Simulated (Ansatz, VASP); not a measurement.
**One calculation of W, two programs**

INCAR

```
PREC = Accurate
ENCUT = 520
EDIFF = 1E-7
ISMEAR = 0
SIGMA = 0.1
LREAL = False
LASPH = True
NELM = 80
ALGO = Fast
ISIF = 2
LWAVE = False
LCHARG = False
GGA = PS
NBANDS = 13
```

KPOINTS

```
Automatic mesh
0
Gamma
  18 18 18
```

File POSCAR:

```
W
1.0
   -1.5927903528      1.5927903528      1.5927903528
    1.5927903528     -1.5927903528      1.5927903528
    1.5927903528      1.5927903528     -1.5927903528
W
1
Direct
    0.0000000000      0.0000000000      0.0000000000
```

Input for Ansatz:

```yaml
crystal:
  lattice:
    - [-1.5927903528, 1.5927903528, 1.5927903528]
    - [1.5927903528, -1.5927903528, 1.5927903528]
    - [1.5927903528, 1.5927903528, -1.5927903528]
  atoms:
    - { symbol: W, position: [0.0, 0.0, 0.0] }
basis:
  ecutwfc: 420
kpoints:
  mp_grid: { grid: [18, 18, 18] }
hamiltonian:
  xc: pbesol
scf:
  occupations: { method: gaussian, width: 0.1 }
output:
  forces: true
  stress: true
  eigenvalues: true
```

Alike in both runs: task single point; functional PBEsol; k mesh 18 × 18 × 18; occupations gaussian, width 0.1 eV; no spin polarisation.

|  | VASP | Ansatz |
| --- | --- | --- |
| version | VASP 6.6.1 | Ansatz 0.2.0 |
| potentials or method | VASP PAW PBE potentials, release 64 (W_sv) | scalar-relativistic, plane waves, PAW |
| plane-wave cutoff (eV) | 520 | 420 |
| valence electrons in the cell | 14 | 14 |

|  | VASP | Ansatz | Ansatz less VASP |
| --- | --- | --- | --- |
| gap on the k mesh at the Fermi level (eV) | none | none | - |
| pressure (GPa) | -8.6 | -9.1 | -0.50 |

A gap of «none» marks a metal or a gap that the smearing closes.

Caveats: the PAW data sets were made with another functional, which shifts forces and pressure a little (VASP). The runs have no spin-orbit coupling, so splittings on W are missing.
